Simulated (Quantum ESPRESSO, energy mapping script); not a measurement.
# MnS (Browneite): a spin model with pencil and paper

Given the energies of a few magnetic orders of MnS (Browneite), solve for the couplings by hand and predict the energy of an order left out.

Method: PBE with U = 4 eV on Mn d, ortho-atomic projectors, isotropic strain to volume × 0.94; plane waves, U on orthogonalised atomic orbitals unless named otherwise, collinear spin, no spin–orbit coupling, in Quantum ESPRESSO 7.5.

### Step 1. The structure

It takes space group F-43m (No. 216, cubic). The conventional cell has a = 5.486 Å, b = 5.486 Å, c = 5.486 Å, α = 90.00°, β = 90.00°, γ = 90.00°. Mn has 4 S at 2.38 Å nearest. Nearest to S lie 4 Mn at 2.38 Å. Farther neighbours and most contacts between anions are not listed.

Coordinates:

```cif
data_structure
_symmetry_space_group_name_H-M 'P 1'
_symmetry_Int_Tables_number 1
_cell_length_a 3.8790
_cell_length_b 3.8790
_cell_length_c 3.8790
_cell_angle_alpha 60.000
_cell_angle_beta 60.000
_cell_angle_gamma 60.000
_cell_volume 41.27
loop_
_atom_site_label
_atom_site_type_symbol
_atom_site_fract_x
_atom_site_fract_y
_atom_site_fract_z
_atom_site_occupancy
Mn1 Mn 0.00000 0.00000 0.00000 1
S2 S 0.25000 0.25000 0.25000 1
```

The potential files are GBRV's for PBE; pw.x takes the functional from them.

### Step 2. Two of the runs

The parallel order and one order with opposed moments, in one cell and on one mesh:

File pw.in:

```
&control
  calculation = 'scf'
  prefix = 'pw'
  outdir = './tmp/'
  pseudo_dir = './pseudo/'
  verbosity = 'low'
/
&system
  ibrav = 0
  nat = 4
  ntyp = 2
  ecutwfc = 45
  ecutrho = 360
  nbnd = 38
  occupations = 'smearing'
  smearing = 'fd'
  degauss = 0.00367493
  nspin = 2
  starting_magnetization(1) = 0.3000
/
&electrons
  conv_thr = 1.0e-08
  electron_maxstep = 120
  mixing_beta = 0.3
  mixing_mode = 'plain'
/
ATOMIC_SPECIES
  Mn 54.9380 Mn.upf
  S 32.0600 S.upf
CELL_PARAMETERS angstrom
  0.00000000 -2.74284110 -2.74284110
  0.00000000 2.74284110 -2.74284110
  5.48568221 0.00000000 0.00000000
ATOMIC_POSITIONS crystal
  Mn 0.50000000 0.50000000 0.50000000
  Mn 0.00000000 0.00000000 0.00000000
  S 0.00000000 0.50000000 0.75000000
  S 0.50000000 0.00000000 0.25000000
K_POINTS automatic
  5 5 4 0 0 0
HUBBARD {ortho-atomic}
U Mn-3d 4
```

On the command line:

```bash
$ OMP_NUM_THREADS=1 mpirun -n 8 pw.x -nk 8 -in pw.in > pw.out
```

What it wrote:

```text
Program PWSCF v.7.5 starts
[...]
unit-cell volume          =     557.0043 (a.u.)^3
     number of atoms/cell      =            4
[...]
number of electrons       =        42.00
     number of Kohn-Sham states=           38
     kinetic-energy cutoff     =      45.0000  Ry
     charge density cutoff     =     360.0000  Ry
     scf convergence threshold =      1.0E-08
[...]
xc contribution           =     -70.56443072 Ry
     ewald contribution        =    -258.71907188 Ry
     Hubbard energy            =       0.09300752 Ry
     total magnetization       =    10.00 Bohr mag/cell
     absolute magnetization    =    10.00 Bohr mag/cell
     convergence has been achieved in  11 iterations
=------------------------------------------------------------------------------=
   JOB DONE.
=------------------------------------------------------------------------------=
[key lines of the parts left out:]
!    total energy              =    -470.63534471 Ry
the Fermi energy is     8.5693 ev
```

Wall time 11 s (8 MPI ranks of Arm Neoverse V2, shared host); peak memory 0.94 GiB; 85 s of CPU time.

Edit pw.in of step 2 so:

```diff
@@ -10,6 +10,6 @@
   nat = 4
-  ntyp = 2
+  ntyp = 3
   ecutwfc = 45
   ecutrho = 360
-  nbnd = 38
+  nbnd = 33
   occupations = 'smearing'
@@ -19,2 +19,3 @@
   starting_magnetization(1) = 0.3000
+  starting_magnetization(2) = -0.3000
 /
@@ -27,3 +28,4 @@
 ATOMIC_SPECIES
-  Mn 54.9380 Mn.upf
+  Mn1 54.9380 Mn.upf
+  Mn2 54.9380 Mn.upf
   S 32.0600 S.upf
@@ -34,4 +36,4 @@
 ATOMIC_POSITIONS crystal
-  Mn 0.50000000 0.50000000 0.50000000
-  Mn 0.00000000 0.00000000 0.00000000
+  Mn1 0.50000000 0.50000000 0.50000000
+  Mn2 0.00000000 0.00000000 0.00000000
   S 0.00000000 0.50000000 0.75000000
@@ -41,2 +43,3 @@
 HUBBARD {ortho-atomic}
-U Mn-3d 4
+U Mn1-3d 4
+U Mn2-3d 4
```

What it wrote:

```text
[banner, memory and clock lines left out]
Program PWSCF v.7.5 starts
[...]
unit-cell volume          =     557.0043 (a.u.)^3
     number of atoms/cell      =            4
[...]
number of electrons       =        42.00
     number of Kohn-Sham states=           33
     kinetic-energy cutoff     =      45.0000  Ry
     charge density cutoff     =     360.0000  Ry
[...]
The total energy is F=E-TS. E is the sum of the following terms:
     one-electron contribution =    -307.09960961 Ry
     hartree contribution      =     165.56756618 Ry
     xc contribution           =     -70.51789027 Ry
     ewald contribution        =    -258.71907188 Ry
     Hubbard energy            =       0.11238808 Ry
     total magnetization       =     0.00 Bohr mag/cell
     absolute magnetization    =     9.56 Bohr mag/cell
     convergence has been achieved in  13 iterations
[key lines of the parts left out:]
!    total energy              =    -470.65661750 Ry
the Fermi energy is     8.4933 ev
```

Run time: 11 s. Hardware: 8 MPI ranks; peak memory 0.96 GiB.

At zero occupation width the energies are -6403.32007 and -6403.60950 eV for 2 Mn atoms, so ΔE = 1000 × (-6403.60950 − (-6403.32007)) / 2 = -144.72 meV a magnetic atom.

### Step 3. The orders used, and who is opposed

Each order is measured in this way from the parallel run of its own cell. n counts, for a mean magnetic atom, the neighbours of each shell whose moment is opposed.

| order | ΔE (meV) | n at 3.88 Å (of 12) | n at 5.49 Å (of 6) |
| --- | --- | --- | --- |
| compensated +− in cell A | -144.72 | 8 | 0 |
| compensated +− in cell B | -111.63 | 6 | 6 |
| uncompensated ++− in cell C | ? | 6.67 | 2.67 |

Wanted: the couplings, and ΔE of the order “uncompensated ++− in cell C”.

### Step 4. The equations

With E = −Σ J e·e over ordered pairs of unit vectors, an atom's energy is −Σ J (z − 2n), since each opposed neighbour turns +1 into −1. Against the parallel order, ΔE = 2 Σ n J:

- 16 J₁ = -144.72
- 12 J₁ + 12 J₂ = -111.63

Cramer's rule: the determinant of the left side is D = 192; with the column of each J replaced by the energies it is D₁ = -1737 and D₂ = -49.44. So J₁ = -9.04 meV and J₂ = -0.257 meV.

### Step 5. The order left out

ΔE = 13.34 × (-9.04) + 5.34 × (-0.257) = -122.04 meV.

### Step 6. Summary of results

| Quantity | Value |
| --- | --- |
| J₁, Mn–Mn at 3.88 Å | -9.04 meV |
| J₂, Mn–Mn at 5.49 Å | -0.257 meV |
| ΔE predicted for the withheld order | -122 meV |
| ΔE of the withheld run | -124 meV |

The hand solution predicts -122.04 meV and the withheld run gave -123.74 meV, a miss of 1.71 meV on a scale of 145 meV, so these shells carry the energies well. A least-squares fit to all 5 orders gives -8.99, -0.288 and -0.0615 meV, with a third shell at 6.72 Å that the hand model leaves out. This set was picked because its moments stay put and its equations are well conditioned; many sets are less well behaved. Shells left out of the hand model add to these values wherever the orders used reverse them, so each J is partly a sum. A fit with one more shell, at 7.76 Å, gives -8.9, -0.26, -0.052 and -0.17 meV and 275 K in mean field.

[Logs and program files are shortened in this print: banners, set-up blocks, solver, clock and traceback lines can be left out without a mark of their own.]

[Logs are printed without paths, hosts, clocks, repeated set-up lines and the standing remarks that a program may print on its own settings, such as how far it seeks lower states.]

[Hosts, paths, dates, database ids (printed as entryN), source tags and the programs' standing remarks are cut or masked in the printed files.]

[Where a cell is said to come from a database of computed structures, the database is the Materials Project.]
